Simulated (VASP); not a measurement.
Level of theory: PBE GGA, VASP's PBE PAW potentials (set 64) (plane waves; VASP 6.6.1).

VASP ran on this input.

**POSCAR**
```
CoPt
2.6937210
  1.0000000871   0.0000000000   0.0000000000
  0.0000000000   1.0000000871   0.0000000000
  0.0000000000   0.0000000000   1.3798154908
Co Pt
1 1
Cartesian
  0.0000000000   0.0000000000   0.0000000000
  0.5000000436   0.5000000436   0.6899077454
```

**INCAR**
```
NELM=100   ! most electronic steps
PREC=Accurate
SYSTEM=CoPt
ISMEAR=0   ! Gaussian
LASPH=.TRUE.
MAGMOM=1.9 0.4
LWAVE=.FALSE.
EDIFF=1E-7   ! SCF stop (eV)
LREAL=.FALSE.   ! projection in real space or not
SIGMA=0.05   ! width (eV)
ALGO=Normal
LMAXMIX=6
LCHARG=.FALSE.
ICHARG=11   ! fixed density
ISPIN=2   ! spin-polarised
ENCUT=520
LORBIT=11   ! lm-projected
GGA=PE   ! PBE
```

File KPOINTS:
```
k-points along high-symmetry lines
10
Line-mode
Reciprocal
  0.000000   0.000000   0.000000 ! GAMMA
  0.000000   0.500000   0.000000 ! X

  0.000000   0.500000   0.000000 ! X
  0.500000   0.500000   0.000000 ! M

  0.500000   0.500000   0.000000 ! M
  0.000000   0.000000   0.000000 ! GAMMA

  0.000000   0.000000   0.000000 ! GAMMA
  0.000000   0.000000   0.500000 ! Z

  0.000000   0.000000   0.500000 ! Z
  0.000000   0.500000   0.500000 ! R

  0.000000   0.500000   0.500000 ! R
  0.500000   0.500000   0.500000 ! A

  0.500000   0.500000   0.500000 ! A
  0.000000   0.000000   0.500000 ! Z

  0.000000   0.500000   0.000000 ! X
  0.000000   0.500000   0.500000 ! R

  0.500000   0.500000   0.000000 ! M
  0.500000   0.500000   0.500000 ! A
```

POTCAR, in this order: Co Pt (PBE.64 set). Program: vasp_std. Read from the step before: CHGCAR.

What VASP printed:

OUTCAR:
```
 ion  position               nearest neighbor table
   1  0.000  0.000  0.000-   2 2.66   2 2.66   2 2.66   2 2.66   2 2.66   2 2.66   2 2.66   2 2.66
  LATTYP: Found a simple tetragonal cell.
 ALAT       =     2.6937212347
 C/A-ratio  =     1.3798153706
 Subroutine PRICEL returns:
 Original cell was already a primitive cell.
 Subroutine GETGRP returns: Found 16 space group operations
The static configuration has the point symmetry D_4h.
The dynamic configuration has the point symmetry D_4h.
The overall configuration has the point symmetry D_4h.
 Subroutine INISYM returns: Found 16 space group operations
   k-points           NKPTS =     90   k-points in BZ     NKDIM =     90   number of bands    NBANDS=     14
   number of dos      NEDOS =    301   number of ions     NIONS =      2
   total plane-waves  NPLWV =  11200
   dimension x,y,z NGX =    20 NGY =   20 NGZ =   28
   dimension x,y,z NGXF=    40 NGYF=   40 NGZF=   56
   ions per type =               1   1
   PREC   = accura    normal or accurate (medium, high low for compatibility)
   ISTART =      0    job   : 0-new  1-cont  2-samecut
   ICHARG =     11    charge: 1-file 2-atom 10-const
   ISPIN  =      2    spin polarized calculation?
   LNONCOLLINEAR =      F non collinear calculations
   LSORBIT =      F    spin-orbit coupling
   INIWAV =      1    electr: 0-lowe 1-rand  2-diag
...
```

OSZICAR:
```
       N       E                     dE             d eps       ncg     rms          rms(c)
DAV:   1     0.101261557267E+03    0.10126E+03   -0.89687E+03  5088   0.150E+03
DAV:   2    -0.861571720774E+01   -0.10988E+03   -0.10168E+03  5364   0.285E+02
DAV:   3    -0.122636562255E+02   -0.36479E+01   -0.35630E+01  5850   0.634E+01
DAV:   4    -0.123114839490E+02   -0.47828E-01   -0.47802E-01  6700   0.620E+00
DAV:   5    -0.123125183991E+02   -0.10345E-02   -0.10344E-02  6138   0.882E-01
DAV:   6    -0.123125779130E+02   -0.59514E-04   -0.59514E-04  7510   0.157E-01
DAV:   7    -0.123125784396E+02   -0.52657E-06   -0.52562E-06  5722   0.136E-02
DAV:   8    -0.123125784586E+02   -0.19017E-07   -0.19517E-07  4406   0.184E-03
   1 F= -.12312578E+02 E0= -.12311191E+02  d E =-.277446E-02  mag=     2.2564
```

### OUTCAR
```



 magnetization (x)

# of ion       s       p       d       tot
------------------------------------------
    1        0.008  -0.004   1.904   1.909
    2       -0.009  -0.030   0.463   0.423
--------------------------------------------------
tot         -0.001  -0.034   2.367   2.333
```
(Selected blocks of OUTCAR.)

**OUTCAR**
```
 val. band max:       10.5793228552   @ k =   0.1667   0.1667   0.5000

 cond. band min:      10.5925044154   @ k =   0.2778   0.5000   0.0000



 spin component 1

 k-point     1 :       0.0000    0.0000    0.0000
  band No.  band energies     occupation
      1       0.7850      1.00000
      2       4.1772      1.00000
      3       4.1898      1.00000
      4       7.0752      1.00000
      5       7.0752      1.00000
      6       7.5099      1.00000
      7       8.4391      1.00000
      8       8.7791      1.00000
      9       9.9551      1.00000
     10       9.9908      1.00000
     11       9.9908      1.00000
     12      12.6809      0.00000
     13      20.1275      0.00000
     14      22.4297      0.00000

 k-point     2 :       0.0000    0.0556    0.0000
  band No.  band energies     occupation
      1       0.8679      1.00000
      2       4.2126      1.00000
      3       4.2564      1.00000
      4       7.0393      1.00000
      5       7.0976      1.00000
      6       7.5307      1.00000
      7       8.4205      1.00000
      8       8.7779      1.00000
      9       9.7200      1.00000
     10       9.8797      1.00000
     11       9.9713      1.00000
     12      13.0303      0.00000
     13      20.0690      0.00000
     14      21.9725      0.00000

 k-point     3 :       0.0000    0.1111    0.0000
  band No.  band energies     occupation
      1       1.1108      1.00000
      2       4.3013      1.00000
      3       4.4675      1.00000
      4       6.9324      1.00000
      5       7.1640      1.00000
      6       7.5873      1.00000
      7       8.3670      1.00000
      8       8.7801      1.00000
      9       9.1574      1.00000
     10       9.6701      1.00000
     11       9.9132      1.00000
     12      13.8323      0.00000
     13      19.7637      0.00000
     14      21.0582      0.00000

 k-point     4 :       0.0000    0.1667    0.0000
...
```

The density is held fixed in this step, so its total energy and stress have no physical meaning. Unless said otherwise, spin-orbit coupling is left out, though it shifts the bands of the heavy elements here.

The compound is CoPt in the L1_0 structure. It was relaxed first.
